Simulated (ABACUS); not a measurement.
Runs of ABACUS 3.10.1 on MnO. It takes space group Fm-3m (No. 225, cubic). The conventional cell has a = 4.448 Å, b = 4.448 Å, c = 4.448 Å, α = 90.00°, β = 90.00°, γ = 90.00°. Around Mn (site symmetry m-3m) lie 6 O at 2.22 Å. Around O (site symmetry m-3m) lie 6 Mn at 2.22 Å. The cell is a database's computed one.

| task | level | potentials or basis | cell | k mesh | cutoff (eV) | radial cutoff of the potentials (pseudo_rcut) | path | points for each segment of the path | SCF threshold on the density | eigensolver | gap on the mesh (eV) | pressure (GPa) | moment (μB) |
| --- | --- | --- | --- | --- | --- | --- | --- | --- | --- | --- | --- | --- | --- |
| single point | PBEsol | PseudoDojo NC SR 0.4.1 PBEsol standard, plane waves | as given | 10 × 10 × 10 | 1320 | 7 bohr | - | - | 1e-08 | dav | none | -6.8 | 4.80 |
| single point | AM05 | SG15 ONCV 1.2 PBE, DZP LCAO (the cutoffs set its grid) | as given | 7 × 7 × 7 | 1361 | 7 bohr | - | - | 1e-07 | genelpa | none | -5.0 | (a) |
| single point | TPSS | SG15 ONCV 1.2 PBE, DZP LCAO (the cutoffs set its grid) | as given | 7 × 7 × 7 | 1361 | 7 bohr | - | - | 1e-07 | genelpa | none | 3.0 | (b) |
| relaxation of cell and atoms | PBEsol | Ansatz NC PBE, plane waves | relaxed | 8 × 8 × 8 | 1320 | 10 bohr | - | - | 1e-08 | dav | none | -0.1 | 4.59 |

Alike in all rows: spin collinear, ferromagnetic start; smearing fermi-dirac 0.05 eV.

Q: Estimate the missing entries.

A: (a) 4.71; (b) 4.96.

Caveats: a cell with one magnetic atom can't hold antiferromagnetic order, which such compounds often take; semilocal functionals often make such compounds metallic where correlation or magnetic order opens a gap, which also shifts bond lengths; the potentials were made for another functional, which shifts forces and pressure (some runs); the atomic orbitals were generated for these runs and aren't a published set (some runs); the basis of atomic orbitals isn't converged, which shifts pressures, moduli and gaps (some runs).

A k mesh can miss the band edges.

A gap of «none» marks a metal or a gap under the smearing width.

Not every run made on this cell is shown here.
